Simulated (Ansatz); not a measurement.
Energy landscape near a TaN structure

Level of theory: DFT PBEsol, scalar-relativistic, plane waves, PAW (Ansatz).

Settings: cutoff 420 eV, Γ-centred mesh 9×9×12 on the computed 6-atom cell, Gaussian smearing of 0.10 eV; no spin polarisation.

Reference cell:

```xyz
6
Lattice="5.1850 0.0000 0.0000 -2.5925 4.4903 0.0000 0.0000 0.0000 2.9080" Properties=species:S:1:pos:R:3 pbc="T T T"
Ta    0.0000    0.0000    0.0000
Ta    0.0000    2.9936    1.4540
Ta    2.5925    1.4968    1.4540
N     2.5925    0.0000    0.0000
N     1.2962    2.2452    0.0000
N    -1.2962    2.2452    0.0000
```

Each variant moves atoms of this cell by the vectors given, if any (Å), and then applies a symmetric strain (tensor components, Cartesian axes). The reference cell isn't relaxed at this level. Energies are per atom at zero smearing, counted from the reference cell. Pressure is positive in compression.

1. strain (xx yy zz yz xz xy, %) -0.55 -0.55 -3.55 0.00 0.00 0.00
2. strain (xx yy zz yz xz xy, %) 3.20 3.20 4.70 0.00 0.00 0.00
3. strain (xx yy zz yz xz xy, %) 0.98 0.98 -8.02 0.00 0.00 0.00
4. strain (xx yy zz yz xz xy, %) -0.55 -0.55 5.45 0.00 0.00 0.00
5. strain (xx yy zz yz xz xy, %) -1.49 -1.49 0.01 0.00 0.00 0.00
6. strain (xx yy zz yz xz xy, %) 1.35 1.35 4.35 0.00 0.00 0.00

The reference cell has pressure 1.56 GPa, largest force 0.000 eV/Å and no gap (metal).

```json
{"variant": "1", "ΔE (meV/atom)": "49.1", "P (GPa)": "21.86", "space group": "P6/mmm"}
{"variant": "2", "ΔE (meV/atom)": "125.3", "P (GPa)": "-27.59", "space group": "P6/mmm"}
{"variant": "3", "ΔE (meV/atom)": "197.6", "P (GPa)": "37.04", "space group": "P6/mmm"}
{"variant": "4", "ΔE (meV/atom)": "65.4", "P (GPa)": "-14.69", "space group": "P6/mmm"}
{"variant": "5", "ΔE (meV/atom)": "15.0", "P (GPa)": "10.73", "space group": "P6/mmm"}
{"variant": "6", "ΔE (meV/atom)": "66.8", "P (GPa)": "-19.91", "space group": "P6/mmm"}
```

Spin-orbit coupling is left out, which matters for the bands of heavy elements.

This form isn't the usual stable structure of the compound.